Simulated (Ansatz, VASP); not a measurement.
# Li: VASP beside Ansatz

File INCAR:

```
PREC     = Accurate       # precision mode
ENCUT    = 600            # plane-wave cutoff, eV
EDIFF    = 1E-6           # SCF threshold, eV
ISMEAR   = 0              # smearing method
SIGMA    = 0.1            # smearing width, eV
LREAL    = False          # projectors in reciprocal space
LASPH    = True           # aspherical terms in the spheres
NELM     = 100            # most SCF steps
ALGO     = Normal         # electronic algorithm
ISIF     = 3              # what is computed and relaxed
LWAVE    = False          # write WAVECAR
LCHARG   = False          # write CHGCAR
GGA      = CA             # functional
IBRION   = 2              # ionic algorithm
NSW      = 100            # ionic steps
EDIFFG   = -0.005         # ionic threshold
```

The input KPOINTS:

```
regular mesh
0
Gamma
  15 15 8
```

Contents of POSCAR:

```
Li
1.0
    3.1110000000      0.0000000000      0.0000000000
   -1.5555000000      2.6942050312      0.0000000000
    0.0000000000      0.0000000000      5.0930000000
Li
2
Direct
    0.3333333333      0.6666666667      0.2500000000
    0.6666666667      0.3333333333      0.7500000000
```

Input for Ansatz:

```yaml
crystal:
  lattice:
    - [3.111, 0.0, 0.0]
    - [-1.5555, 2.6942050312, 0.0]
    - [0.0, 0.0, 5.093]
  atoms:
    - { symbol: Li, position: [0.3333333333, 0.6666666667, 0.25] }
    - { symbol: Li, position: [0.6666666667, 0.3333333333, 0.75] }
basis:
  ecutwfc: 420
kpoints:
  mp_grid: { grid: [15, 15, 8] }
hamiltonian:
  xc: lda
scf:
  occupations: { method: gaussian, width: 0.1 }
output:
  forces: true
  stress: true
  eigenvalues: true
relax:
  adjacent_minimum: "off"
  f_tol: 0.005
  max_steps: 80
  cell: { stress_tol: 0.05 }
```

This isn't the form of Li at room conditions, which is bcc.

Alike in both runs: task relaxation of cell and atoms; functional LDA; k mesh 15 × 15 × 8; occupations gaussian, width 0.1 eV; no spin polarisation.

```csv
,VASP,Ansatz
version,VASP 6.6.1,Ansatz 0.2.0
potentials or method,"VASP PAW LDA potentials, release 64 (Li_sv)","scalar-relativistic, plane waves, PAW"
plane-wave cutoff (eV),600,420
valence electrons in the cell,6,6
```

Ansatz gave:

| Item | Value |
| --- | --- |
| gap on the k mesh at the Fermi level, each at its own relaxed structure (eV) | none |
| relaxed volume (Å³/atom) | 18.97 |
| relaxed cell length with the largest relative difference (Å) | 4.903 |
| energy change over the relaxation (meV/atom) | -12 |

Problem. What did VASP give for the same quantities?

Solution. gap on the k mesh at the Fermi level, each at its own relaxed structure (eV): none; relaxed volume (Å³/atom): 18.70; relaxed cell length with the largest relative difference (Å): 4.875; energy change over the relaxation (meV/atom): -15.

A gap of «none» marks a metal or a gap that the smearing closes.

Caveats: the cutoff is under 1.25 times the usual one of these potentials, so pressure, stress and relaxed cells hold a basis-set (Pulay) error (VASP); the volume moved by -12 % from the deposited cell, more than functionals usually miss. LDA usually gives volumes a few per cent too small. Zero-point motion and thermal expansion aren't in these numbers.
